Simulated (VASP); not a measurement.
**KI in VASP 6.6.1, relaxation**

INCAR

```
IBRION = 2
ENCUT = 600
NELM = 62
EDIFFG = -5E-3
PREC = Accurate
ISIF = 3
NBANDS = 15
GGA = CA
SIGMA = 0.3
ISYM = 0
ISMEAR = 0
LASPH = .TRUE.
LWAVE = .FALSE.
NELECT = 17
NSW = 40
LREAL = .FALSE.
LCHARG = .FALSE.
EDIFF = 1E-7
```

KPOINTS

```
KPOINTS created by Atomic Simulation Environment
0
Gamma
4 4 4
0 0 0
```

POSCAR

```
K  I
 1.0000000000000000
     0.0000000000000000    3.5911514308236332    3.5911514308236332
     3.5911514308236332    0.0000000000000000    3.5911514308236332
     3.5911514308236332    3.5911514308236332    0.0000000000000000
 K   I
   1   1
Cartesian
  0.0000000000000000  0.0000000000000000  0.0000000000000000
  3.5911514308236332  3.5911514308236332  3.5911514308236332
```

The recommended LDA PAW datasets give the neutral cell 16 valence electrons.

Command

```
mpirun -np 1 vasp_std
```

OSZICAR

```
N       E                     dE             d eps       ncg     rms          rms(c)
DAV:   1     0.106252659261E+03    0.10625E+03   -0.70737E+03  1080   0.103E+03
DAV:   2     0.480202546369E+01   -0.10145E+03   -0.95241E+02  1374   0.248E+02
DAV:   3    -0.201032041029E+01   -0.68123E+01   -0.67498E+01  1511   0.512E+01
DAV:   4    -0.236100665114E+01   -0.35069E+00   -0.35049E+00  1814   0.105E+01
DAV:   5    -0.236337695397E+01   -0.23703E-02   -0.23702E-02  1530   0.897E-01    0.998E+00
DAV:   6    -0.241760844490E+01   -0.54231E-01   -0.32568E-01  1164   0.265E+00    0.592E+00
DAV:   7    -0.240802859883E+01    0.95798E-02   -0.53821E-02  1395   0.132E+00    0.999E-01
DAV:   8    -0.240742274115E+01    0.60586E-03   -0.60404E-03  1591   0.478E-01    0.389E-01
DAV:   9    -0.240730327524E+01    0.11947E-03   -0.67202E-04  1479   0.181E-01    0.677E-02
DAV:  10    -0.240729582596E+01    0.74493E-05   -0.43887E-05  1353   0.412E-02    0.238E-02
...
DAV:   3    -0.504097976820E+01    0.23265E-01   -0.65153E-02  1913   0.129E+00    0.722E-01
DAV:   4    -0.504093486975E+01    0.44898E-04   -0.46575E-03  1970   0.195E-01    0.348E-01
DAV:   5    -0.504103598778E+01   -0.10112E-03   -0.58719E-03  2013   0.287E-01    0.569E-02
DAV:   6    -0.504103688186E+01   -0.89409E-06   -0.11624E-04  1894   0.404E-02    0.249E-02
DAV:   7    -0.504104560834E+01   -0.87265E-05   -0.38533E-06  1859   0.778E-03    0.102E-02
DAV:   8    -0.504104914298E+01   -0.35346E-05   -0.54769E-06  1309   0.758E-03    0.553E-03
DAV:   9    -0.504104993236E+01   -0.78937E-06   -0.67106E-07  1659   0.226E-03    0.328E-03
DAV:  10    -0.504105007839E+01   -0.14604E-06   -0.27953E-07  1009   0.224E-03    0.573E-04
DAV:  11    -0.504105008618E+01   -0.77816E-08   -0.45230E-08  1170   0.925E-04
   5 F= -.50410501E+01 E0= -.49706493E+01  d E =-.263375E+01
```

Standard output (part)

```
POSCAR found type information on POSCAR K I
 POSCAR found :  2 types and       2 ions
 LDA part: xc-table for (Slater(with rela. corr.)+CA(PZ))
 , standard interpolation
 POSCAR, INCAR and KPOINTS ok, starting setup
 WAVECAR not read
 entering main loop
 the old and the new charge density differ
    0.998E+00
 curvature:   0.00 expect dE= 0.000E+00 dE for cont linesearch  0.000E+00
 search vector abs. value=  0.204E+01
 bond charge predicted
 trial-energy change:   -1.475259  1 .order   -1.597831   -2.036676   -1.158986
 bond charge predicted
 curvature:  -1.16 expect dE=-0.111E+00 dE for cont linesearch -0.111E+00
 ZBRENT: increasing intervall
 opt :   4.9615  next Energy=    -3.984136 (dE=-0.158E+01)
 bond charge predicted
 curvature:   7.66 expect dE= 0.180E-02 dE for cont linesearch  0.180E-02
 ZBRENT: extrapolating
 opt :   5.0992  next Energy=    -5.041461 (dE=-0.263E+01)
 bond charge predicted
 curvature:  -6.42 expect dE=-0.400E-04 dE for cont linesearch -0.400E-04
 trial: gam=-0.00175 g(F)=  0.447E-15 g(S)=  0.624E-05 ort = 0.356E-02 (trialstep = 0.182E+01)
 search vector abs. value=  0.123E-09
 reached required accuracy - stopping structural energy minimisation
```

From OUTCAR

```
k-points           NKPTS =     36   k-points in BZ     NKDIM =     36   number of bands    NBANDS=     15

   NELECT =      17.0000    total number of electrons

   dimension x,y,z NGX =    42 NGY =   42 NGZ =   42
   dimension x,y,z NGXF=    84 NGYF=   84 NGZF=   84

  energy-cutoff  :      600.00
  volume of cell :      418.01
      direct lattice vectors                 reciprocal lattice vectors
     0.000000297  5.934524014  5.934519512    -0.084252800  0.084252751  0.084252828
     5.934521731 -0.000000429  5.934520238     0.084252784 -0.084252747  0.084252807
     5.934520832  5.934523842  0.000000464     0.084252809  0.084252756 -0.084252824

 k-points in reciprocal lattice and weights: KPOINTS created by Atomic Simulation Env
   0.00000000  0.00000000  0.00000000       0.016
   0.25000000  0.00000000  0.00000000       0.031
   0.00000000  0.25000000  0.00000000       0.031
   0.00000000  0.00000000  0.25000000       0.031
   0.25000000  0.25000000  0.25000000       0.031
   0.50000000  0.00000000  0.00000000       0.016
   0.00000000  0.50000000  0.00000000       0.016
   0.00000000  0.00000000  0.50000000       0.016
   ...

 E-fermi :  -1.5789

 k-point     1 :       0.0000    0.0000    0.0000
  band No.  band energies     occupation
      1     -34.5873      2.00000
      2     -18.2749      2.00000
      3     -18.2749      2.00000
      4     -18.2749      2.00000
      5     -13.6811      2.00000
      6      -3.7663      2.00000
      7      -3.7663      2.00000
      8      -3.7663      2.00000
      9      -2.0695      1.97927
     10       0.8586      0.00000
     11       0.8586      0.00000
     12       0.8586      0.00000
     13       0.9630      0.00000
     14       0.9631      0.00000
     15       0.9632      0.00000

 k-point     2 :       0.2500    0.0000    0.0000
  band No.  band energies     occupation
      1     -34.5873      2.00000
      2     -18.2749      2.00000
      3     -18.2749      2.00000
      4     -18.2749      2.00000
      5     -13.6811      2.00000
      6      -3.8009      2.00000
      7      -3.7696      2.00000
      8      -3.7696      2.00000
      9      -1.8433      1.78736
     10      -0.0362      0.00000
     11       0.6421      0.00000
     12       0.6421      0.00000
     13       0.8384      0.00000
     14       1.0681      0.00000
     15       1.0681      0.00000

 k-point     3 :       0.0000    0.2500    0.0000
  band No.  band energies     occupation
      1     -34.5873      2.00000
      2     -18.2749      2.00000
      3     -18.2749      2.00000
      4     -18.2749      2.00000
      5     -13.6811      2.00000
      6      -3.8009      2.00000
      7      -3.7696      2.00000
      8      -3.7696      2.00000
      9      -1.8433      1.78736
     10      -0.0362      0.00000
     11       0.6421      0.00000
     12       0.6421      0.00000
     13       0.8384      0.00000
     14       1.0681      0.00000
     15       1.0681      0.00000

 ...

  Total        0.0092835      0.0092843      0.0092829     -0.0000050     -0.0000052     -0.0000054
  in kB        0.0355824      0.0355856      0.0355799     -0.0000193     -0.0000198     -0.0000207
  external PRESSURE =       0.0355826 kB  Pullay stress =       0.0000000 kB

 POSITION                                       TOTAL-FORCE (eV/Angst)
 -----------------------------------------------------------------------------------
      5.93452     -0.00000      5.93452        -0.000000      0.000000     -0.000000
      5.93452      5.93452      5.93452         0.000000     -0.000000      0.000000
 -----------------------------------------------------------------------------------
    total drift:                               -0.000000     -0.000000     -0.000000

  FREE ENERGIE OF THE ION-ELECTRON SYSTEM (eV)
  ---------------------------------------------------
  free  energy   TOTEN  =        -5.0410500862 eV

  energy  without entropy=       -4.9002485412  energy(sigma->0) =       -4.97064931
```

```tsv
ionic step	ΔE (meV/atom)	volume (Å³)	largest force (eV/Å)	pressure (GPa)	electronic steps
1	0.0	92.63	0.000	9.18	13
2	-737.6	132.93	0.000	3.64	12
3	-1154.1	202.07	0.000	0.91	13
4	-1316.3	404.77	0.000	0.02	15
5	-1316.9	418.01	0.000	0.00	11
```

It converged. Results: relaxed cell vector lengths 8.393, 8.393, 8.393 Å; relaxed cell volume 418.01 Å³.

The cell is charged and sits in a uniform background. The volume moved far on the plane waves of the start cell, so a restart from CONTCAR is due.

For comparison, a separate LDA relaxation on usual settings, not on those above, ends at 79.50 Å³.

The run above took about 8.9 min on one core of a shared host (Intel Xeon Platinum 8488C) and held 0.25 GiB at most.
